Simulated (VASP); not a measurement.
The system is Cu2O (Cuprite).

```xyz
6
Lattice="4.2600 0.0000 0.0000 0.0000 4.2600 0.0000 0.0000 0.0000 4.2600" Properties=species:S:1:pos:R:3 pbc="T T T"
Cu    1.0650    1.0650    1.0650
Cu    1.0650    3.1950    3.1950
Cu    3.1950    3.1950    1.0650
Cu    3.1950    1.0650    3.1950
O     0.0000    0.0000    0.0000
O     2.1300    2.1300    2.1300
```

- Program: VASP 6.6.1
- Task: relaxation of cell and atoms
- Functional: PBEsol
- Potentials or basis: VASP PAW PBE potentials, release 64 (Cu, O)
- Cutoff: 600 eV
- k mesh: 6 × 6 × 6
- Occupations: gaussian, width 0.03 eV
- Spin: no spin polarisation

At the start: pressure -2.5 GPa; volume 12.88 Å³/atom.

**Question.** How do energy, volume and symmetry change on relaxing?

**Answer.** Over 3 steps the energy falls by 2.1 meV/atom and the volume is 12.62 Å³/atom (-2.0 %); space group Pn-3m (No. 224, to 0.05 Å).

Step by step:
```tsv
step	energy change (eV)	largest force (eV/Å)	pressure (GPa)	volume (Å³)
1	0.0000	0.0000	-2.52	77.31
2	-0.0099	0.0000	1.14	75.07
3	-0.0125	0.0000	0.04	75.75
```

Final structure:
```xyz
6
Lattice="4.2311 0.0000 0.0000 0.0000 4.2311 0.0000 0.0000 0.0000 4.2311" Properties=species:S:1:pos:R:3 pbc="T T T"
Cu    1.0578    1.0578    1.0578
Cu    1.0578    3.1733    3.1733
Cu    3.1733    3.1733    1.0578
Cu    3.1733    1.0578    3.1733
O     0.0000    0.0000    0.0000
O     2.1156    2.1156    2.1156
```

Caveat: the PAW data sets were made with another functional, which shifts forces and pressure a little.
